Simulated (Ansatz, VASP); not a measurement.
**One calculation of Fe, two programs**

File INCAR:

```
ALGO = Normal
EDIFF = 1E-6
ENCUT = 520
GGA = PE
ISIF = 2
ISMEAR = 0
ISPIN = 2
LASPH = True
LCHARG = False
LMAXMIX = 4
LORBIT = 11
LREAL = False
LWAVE = False
MAGMOM = 2.44
NBANDS = 14
NELM = 150
PREC = Accurate
SIGMA = 0.15
```

Contents of KPOINTS:

```
k-points
0
Gamma
  10 10 10
```

POSCAR

```
Fe
1.0
   -1.4677340298      1.4157750842      1.4157750842
    1.4677340298     -1.4157750842      1.4157750842
    1.4677340298      1.4157750842     -1.4157750842
Fe
1
Direct
    0.0000000000      0.0000000000      0.0000000000
```

Input for Ansatz:

```yaml
crystal:
  lattice:
    - [-1.4677340298, 1.4157750842, 1.4157750842]
    - [1.4677340298, -1.4157750842, 1.4157750842]
    - [1.4677340298, 1.4157750842, -1.4157750842]
  atoms:
    - { symbol: Fe, position: [0.0, 0.0, 0.0], spin: 2.44 }
basis:
  ecutwfc: 520.0
kpoints:
  mp_grid: { grid: [10, 10, 10] }
hamiltonian:
  xc: pbe
scf:
  occupations: { method: gaussian, width: 0.15 }
output:
  forces: true
  stress: true
  eigenvalues: true
  populations: true
magnetization:
  spin_polarized: true
```

Change from the starting cell: normal strain along x +0.0367, normal strain along z +0.0000.

Alike in both runs: task single point; functional PBE; k mesh 10 × 10 × 10; occupations gaussian, width 0.15 eV; collinear spin.

|  | VASP | Ansatz |
| --- | --- | --- |
| version | VASP 6.6.1 | Ansatz 0.2.0 |
| potentials or method | VASP PAW PBE potentials, release 64 (Fe) | scalar-relativistic, plane waves, PAW |
| plane-wave cutoff (eV) | 520 | 520 |
| valence electrons in the cell | 8 | 16 |

Ansatz gave:

| Item | Value |
| --- | --- |
| gap on the k mesh at the Fermi level (eV) | none |
| pressure (GPa) | -7.4 |
| largest component of the traceless stress (GPa) | 2.81 |
| net moment per atom (μB) | 2.16 |
| size of the moment on the site where the two differ most (μB) | 2.22 |

**Question.** What did VASP give for the same quantities?

**Answer.** gap on the k mesh at the Fermi level (eV): none; pressure (GPa): -7.5; largest component of the traceless stress (GPa): 2.53; net moment per atom (μB): 2.18; size of the moment on the site where the two differ most (μB): 2.19.

Site moments also hang on the region over which each program counts them. A gap of «none» marks a metal or a gap that the smearing closes. The functional is the same, so the differences come from potentials, cutoffs and numerics. The two sets of potentials don't hold the same shells in valence.
